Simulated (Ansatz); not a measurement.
Runs of Ansatz 0.2.0 on Sb. The structure is trigonal, space group R-3m (No. 166). Conventional cell: a = 4.308 Å, b = 4.308 Å, c = 11.274 Å, α = 90.00°, β = 90.00°, γ = 120.00°. Around Sb (site symmetry 3m) lie 3 Sb at 2.91 Å. 

| task | level | potentials or basis | spin | cell | k mesh | cutoff (eV) | smearing | driver | points for each segment of the path | other keys | gap on the mesh (eV) | pressure (GPa) | moment (μB) | largest force (eV/Å) |
| --- | --- | --- | --- | --- | --- | --- | --- | --- | --- | --- | --- | --- | --- | --- |
| density of states | PBE | Ansatz NC | SOC, no magnetisation | as given | 8 × 8 × 8 | 1088 | fermi-dirac 0.01 eV | chain | - | - | none | (a) | - | 0.17 |
| band structure | PBE | Ansatz PAW | collinear, antiferromagnetic start | cell strained at random at fixed volume | 6 × 6 × 6 | 420 | tetrahedron | - | 14 | - | none | 3.2 | 0.00 | 0.12 |
| band structure | PBE | Ansatz PAW | collinear, antiferromagnetic start | cell strained at random at fixed volume | 6 × 6 × 6 | 420 | tetrahedron | chain | 14 | - | none | 3.2 | 0.00 | 0.12 |
| electric field gradients | PBE | Ansatz PAW | SOC, no magnetisation | cell strained at random at fixed volume | 6 × 6 × 6 | 420 | cold 0.025 eV | chain | - | scf.algorithm = direct_min | none | 3.0 | - | 0.22 |
| relaxation of the atoms | PBEsol+D4 | Ansatz PAW | off | atoms relaxed from: atoms moved at random, drawn with an rms of 0.05 Å | 9 × 9 × 9 | 420 | gaussian 0.1 eV | chain | - | kpoints.mp_grid.grid = 9 × 9 × 9; scf.lower_state_search = standard; … | - | -1.7 | - | - |

Estimate the missing entries.

(a) 2.8.

Caveats: spin-orbit coupling is left out, which moves the levels of the heavy elements (some runs); with tetrahedron occupations forces and stress needn't match the slope of the energy (some runs); the starting moments weren't kept (some runs); the thresholds are loose for stress (some runs).

A k mesh can miss the band edges, and rows without SOC leave out spin-orbit coupling on Sb.

A gap of «none» marks a metal or a gap under the smearing width.
